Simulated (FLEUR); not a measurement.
Here is a FLEUR MaX-R8.1 (later development tree) calculation.

File inp.xml:

```xml
<?xml version="1.0" encoding="UTF-8" standalone="no"?>
<fleurInput fleurInputVersion="0.39">
   <comment>
      TiO2                                                                                                
   </comment>
   <calculationSetup>
      <cutoffs Kmax="5.05" Gmax="15.7" GmaxXC="15.7" numbands="0"/>
      <scfLoop itmax="60" minDistance="0.00001" maxIterBroyd="15" imix="Anderson" alpha="0.05" precondParam="0.0" spinf="2.0" sdNocoIR="T"/>
      <coreElectrons ctail="T" frcor="F" kcrel="0" coretail_lmax="0"/>
      <xcFunctional name="PBEs" relativisticCorrections="F"/>
      <magnetism jspins="1"/>
      <soc l_soc="F" theta="0.0" phi="0.0" spav="F"/>
      <expertModes spex="0" secvar="F"/>
      <geometryOptimization l_f="F" forcealpha="1.0" forcemix="BFGS" epsdisp="0.00001" epsforce="0.00001"/>
      <ldaU l_linMix="F" mixParam="0.05" spinf="1.0"/>
   </calculationSetup>
   <cell>
      <bzIntegration valenceElectrons="48.0" mode="hist" fermiSmearingEnergy="0.00183747">
         <kPointListSelection listName="default-1"/>
         <!-- k-points included here -->
         <xi:include xmlns:xi="http://www.w3.org/2001/XInclude" href="kpts.xml"> </xi:include>
      </bzIntegration>
      <!-- symmetry operations included here -->
      <xi:include xmlns:xi="http://www.w3.org/2001/XInclude" href="sym.xml"> </xi:include>
      <bulkLattice scale="1.0">
         <bravaisMatrix>
            <row-1>    8.6924327598839817     0.0000000000000000     0.0000000000000000</row-1>
            <row-2>    0.0000000000000000     8.6924327598839817     0.0000000000000000</row-2>
            <row-3>    0.0000000000000000     0.0000000000000000     5.5921031726025685</row-3>
         </bravaisMatrix>
      </bulkLattice>
   </cell>
   <atomSpecies>
      <species name="Titanium (Ti)" element="Ti" atomicNumber="22">
         <mtSphere radius="1.94" gridPoints="641" logIncrement="0.018"/>
         <atomicCutoffs lmax="8" lnonsphr="8"/>
         <electronConfig flipSpins="F">
            <coreConfig>(1s1/2) (2s1/2) (2p1/2) (2p3/2)</coreConfig>
            <valenceConfig>(3s1/2) (3p1/2) (3p3/2) (4s1/2) (3d3/2) (3d5/2)</valenceConfig>
            <stateOccupation state="(3d3/2)" spinUp="0.400000" spinDown="0.400000"/>
            <stateOccupation state="(3d5/2)" spinUp="0.600000" spinDown="0.600000"/>
         </electronConfig>
         <energyParameters s="4" p="4" d="3" f="4"/>
         <lo type="SCLO" l="0" n="3" eDeriv="0"/>
         <lo type="SCLO" l="1" n="3" eDeriv="0"/>
         <lo type="SCLO" l="1" n="3" eDeriv="1"/>
         <lo type="SCLO" l="2" n="3" eDeriv="2"/>
         <lo type="SCLO" l="3" n="4" eDeriv="2"/>
      </species>
      <species name="Oxygen (O)" element="O" atomicNumber="8">
         <mtSphere radius="1.48" gridPoints="489" logIncrement="0.022"/>
         <atomicCutoffs lmax="8" lnonsphr="8"/>
         <electronConfig flipSpins="F">
            <coreConfig>(1s1/2)</coreConfig>
            <valenceConfig>(2s1/2) (2p1/2) (2p3/2)</valenceConfig>
            <stateOccupation state="(2p1/2)" spinUp="0.666667" spinDown="0.666667"/>
            <stateOccupation state="(2p3/2)" spinUp="1.333333" spinDown="1.333333"/>
         </electronConfig>
         <energyParameters s="2" p="2" d="3" f="4"/>
         <lo type="SCLO" l="0" n="2" eDeriv="2"/>
         <lo type="SCLO" l="1" n="2" eDeriv="2"/>
         <lo type="SCLO" l="2" n="3" eDeriv="2"/>
      </species>
   </atomSpecies>
   <atomGroups>
      <atomGroup species="Titanium (Ti)">
         <relPos label="                   1">.0000000000 .0000000000 1.000/2.000</relPos>
         <relPos label="                   2">1.000/2.000 1.000/2.000 .0000000000</relPos>
         <force calculate="T" relaxXYZ="TTT"/>
      </atomGroup>
      <atomGroup species="Oxygen (O)">
         <relPos label="                   3">.3043213200 .3043213200 1.000/2.000</relPos>
         <relPos label="                   4">.1956786800 -.1956786800 .0000000000</relPos>
         <relPos label="                   5">-.1956786800 .1956786800 .0000000000</relPos>
         <relPos label="                   6">-.3043213200 -.3043213200 1.000/2.000</relPos>
         <force calculate="T" relaxXYZ="TTT"/>
      </atomGroup>
   </atomGroups>
   <output dos="F" band="F" slice="F">
      <checks vchk="F" cdinf="F"/>
      <bandDOS minEnergy="-.5*Htr" maxEnergy="0.5*Htr" sigma="0.015" storeEVData="T"/>
      <vacuumDOS vacdos="F" integ="F" star="F" nstars="0" locx1="0.0" locy1="0.0" locx2="0.0" locy2="0.0" nstm="0" tworkf="0.0"/>
      <unfoldingBand unfoldBand="F" supercellX="1" supercellY="1" supercellZ="1"/>
      <plotting iplot="0" polar="F">
         <plot TwoD="T" vec1="  1.0  0.0  0.0" vec2="  0.0  1.0  0.0" vec3="  0.0  0.0  1.0" zero="  0.0  0.0  0.0" file="plot"/>
      </plotting>
      <chargeDensitySlicing numkpt="0" minEigenval="0.0" maxEigenval="0.0" nnne="0" pallst="F"/>
      <specialOutput eonly="F"/>
      <moessbauerParams electricFieldGradient="T" isomerShift="T" coreHyperfine="T" valenceHyperfine="T"/>
      <magneticCircularDichroism mcd="F" energyLo="-10.0" energyUp="0.0"/>
   </output>
  <!-- We include the file relax.xml here to enable relaxations (see documentation) -->
  <xi:include xmlns:xi="http://www.w3.org/2001/XInclude" href="relax.xml"> <xi:fallback/> </xi:include>
</fleurInput>
```

crystal.txt

```
TiO2
&input cartesian=F /
4.5998373239  0.0000000000  0.0000000000
0.0000000000  4.5998373239  0.0000000000
0.0000000000  0.0000000000  2.9592135600
1.8897261246
1.0 1.0 1.0

6
22 0.0000000000  0.0000000000  0.5000000000
22 0.5000000000  0.5000000000  0.0000000000
8 0.3043213200  0.3043213200  0.5000000000
8 0.1956786800  0.8043213200  0.0000000000
8 0.8043213200  0.1956786800  0.0000000000
8 0.6956786800  0.6956786800  0.5000000000

&kpt div1=6 div2=6 div3=9 gamma=T /
```

inp.xml (bands)

```
<?xml version="1.0" encoding="UTF-8" standalone="no"?>
<fleurInput fleurInputVersion="0.39">
   <comment>
      TiO2                                                                                                
   </comment>
   <calculationSetup>
      <cutoffs Kmax="5.05" Gmax="15.7" GmaxXC="15.7" numbands="0"/>
      <scfLoop itmax="60" minDistance="0.00001" maxIterBroyd="15" imix="Anderson" alpha="0.05" precondParam="0.0" spinf="2.0" sdNocoIR="T"/>
      <coreElectrons ctail="T" frcor="F" kcrel="0" coretail_lmax="0"/>
      <xcFunctional name="PBEs" relativisticCorrections="F"/>
      <magnetism jspins="1"/>
      <soc l_soc="F" theta="0.0" phi="0.0" spav="F"/>
      <expertModes spex="0" secvar="F"/>
      <geometryOptimization l_f="F" forcealpha="1.0" forcemix="BFGS" epsdisp="0.00001" epsforce="0.00001"/>
      <ldaU l_linMix="F" mixParam="0.05" spinf="1.0"/>
   </calculationSetup>
   <cell>
      <bzIntegration valenceElectrons="48.0" mode="hist" fermiSmearingEnergy="0.00183747">
         <kPointListSelection listName="path-1"/>
         <!-- k-points included here -->
         <xi:include xmlns:xi="http://www.w3.org/2001/XInclude" href="kpts.xml"> </xi:include>
      </bzIntegration>
      <!-- symmetry operations included here -->
      <xi:include xmlns:xi="http://www.w3.org/2001/XInclude" href="sym.xml"> </xi:include>
      <bulkLattice scale="1.0">
         <bravaisMatrix>
            <row-1>    8.6924327598839817     0.0000000000000000     0.0000000000000000</row-1>
            <row-2>    0.0000000000000000     8.6924327598839817     0.0000000000000000</row-2>
            <row-3>    0.0000000000000000     0.0000000000000000     5.5921031726025685</row-3>
         </bravaisMatrix>
      </bulkLattice>
   </cell>
   <atomSpecies>
      <species name="Titanium (Ti)" element="Ti" atomicNumber="22">
         <mtSphere radius="1.94" gridPoints="641" logIncrement="0.018"/>
         <atomicCutoffs lmax="8" lnonsphr="8"/>
         <electronConfig flipSpins="F">
            <coreConfig>(1s1/2) (2s1/2) (2p1/2) (2p3/2)</coreConfig>
            <valenceConfig>(3s1/2) (3p1/2) (3p3/2) (4s1/2) (3d3/2) (3d5/2)</valenceConfig>
            <stateOccupation state="(3d3/2)" spinUp="0.400000" spinDown="0.400000"/>
            <stateOccupation state="(3d5/2)" spinUp="0.600000" spinDown="0.600000"/>
         </electronConfig>
         <energyParameters s="4" p="4" d="3" f="4"/>
         <lo type="SCLO" l="0" n="3" eDeriv="0"/>
         <lo type="SCLO" l="1" n="3" eDeriv="0"/>
         <lo type="SCLO" l="1" n="3" eDeriv="1"/>
         <lo type="SCLO" l="2" n="3" eDeriv="2"/>
         <lo type="SCLO" l="3" n="4" eDeriv="2"/>
      </species>
      <species name="Oxygen (O)" element="O" atomicNumber="8">
         <mtSphere radius="1.48" gridPoints="489" logIncrement="0.022"/>
         <atomicCutoffs lmax="8" lnonsphr="8"/>
         <electronConfig flipSpins="F">
            <coreConfig>(1s1/2)</coreConfig>
            <valenceConfig>(2s1/2) (2p1/2) (2p3/2)</valenceConfig>
            <stateOccupation state="(2p1/2)" spinUp="0.666667" spinDown="0.666667"/>
            <stateOccupation state="(2p3/2)" spinUp="1.333333" spinDown="1.333333"/>
         </electronConfig>
         <energyParameters s="2" p="2" d="3" f="4"/>
         <lo type="SCLO" l="0" n="2" eDeriv="2"/>
         <lo type="SCLO" l="1" n="2" eDeriv="2"/>
         <lo type="SCLO" l="2" n="3" eDeriv="2"/>
      </species>
   </atomSpecies>
   <atomGroups>
      <atomGroup species="Titanium (Ti)">
         <relPos label="                   1">.0000000000 .0000000000 1.000/2.000</relPos>
         <relPos label="                   2">1.000/2.000 1.000/2.000 .0000000000</relPos>
         <force calculate="T" relaxXYZ="TTT"/>
      </atomGroup>
      <atomGroup species="Oxygen (O)">
         <relPos label="                   3">.3043213200 .3043213200 1.000/2.000</relPos>
         <relPos label="                   4">.1956786800 -.1956786800 .0000000000</relPos>
         <relPos label="                   5">-.1956786800 .1956786800 .0000000000</relPos>
         <relPos label="                   6">-.3043213200 -.3043213200 1.000/2.000</relPos>
         <force calculate="T" relaxXYZ="TTT"/>
      </atomGroup>
   </atomGroups>
   <output dos="F" band="T" slice="F">
      <checks vchk="F" cdinf="F"/>
      <bandDOS minEnergy="-.5*Htr" maxEnergy="0.5*Htr" sigma="0.015" storeEVData="T"/>
      <vacuumDOS vacdos="F" integ="F" star="F" nstars="0" locx1="0.0" locy1="0.0" locx2="0.0" locy2="0.0" nstm="0" tworkf="0.0"/>
      <unfoldingBand unfoldBand="F" supercellX="1" supercellY="1" supercellZ="1"/>
      <plotting iplot="0" polar="F">
         <plot TwoD="T" vec1="  1.0  0.0  0.0" vec2="  0.0  1.0  0.0" vec3="  0.0  0.0  1.0" zero="  0.0  0.0  0.0" file="plot"/>
      </plotting>
      <chargeDensitySlicing numkpt="0" minEigenval="0.0" maxEigenval="0.0" nnne="0" pallst="F"/>
      <specialOutput eonly="F"/>
      <moessbauerParams electricFieldGradient="T" isomerShift="T" coreHyperfine="T" valenceHyperfine="T"/>
      <magneticCircularDichroism mcd="F" energyLo="-10.0" energyUp="0.0"/>
   </output>
  <!-- We include the file relax.xml here to enable relaxations (see documentation) -->
  <xi:include xmlns:xi="http://www.w3.org/2001/XInclude" href="relax.xml"> <xi:fallback/> </xi:include>
</fleurInput>
```

Potentials or basis: all-electron, FLAPW.

Run with:

```console
$ inpgen -f crystal.txt -profile fastHighL
$ # inp.xml edited to the form shown
$ mpirun -n 4 fleur_MPI -pe_per_kpt 1
$ mpirun -n 4 fleur_MPI -pe_per_kpt 1   # second run, on inp.xml (bands)
```

Task: Predict the band gap along the path.

Result: 1.82 eV, direct.

Task: What does it give for the band gap on the k mesh?

Result: 1.82 eV, direct.

Core levels (eV from the Fermi level):
```tsv
atom	levels
1 Ti	1s1/2 -4856.2, 2s1/2 -530.9, 2p1/2 -442.4, 2p3/2 -436.6
2 Ti	1s1/2 -4856.2, 2s1/2 -530.9, 2p1/2 -442.4, 2p3/2 -436.6
3 O	1s1/2 -502.6
4 O	1s1/2 -502.6
5 O	1s1/2 -502.6
6 O	1s1/2 -502.6
```

**The experiment to reproduce.**

From “Shallow Valence Band of Rutile GeO2 and P-type Doping”, 2020, arxiv:2011.08928, for a bulk crystal of TiO2 at 1.6 K: band gap 3.03 eV (direct).

Measured gap of TiO2: 3.03 eV (direct; 1.6 K; quoted in “Shallow Valence Band of Rutile GeO2 and P-type Doping”, 2020, arxiv:2011.08928). This calculation gives 1.82 eV (-1.21 eV). 2 values of this kind are on record in papers (3.03 to 3.05 eV); this one was drawn at random among those near their median. The value is that of PBEsol, without temperature or zero-point motion. Semilocal functionals fall short of measured gaps as a rule. The cell is a database's relaxed one, not the measured one, which moves gaps too.
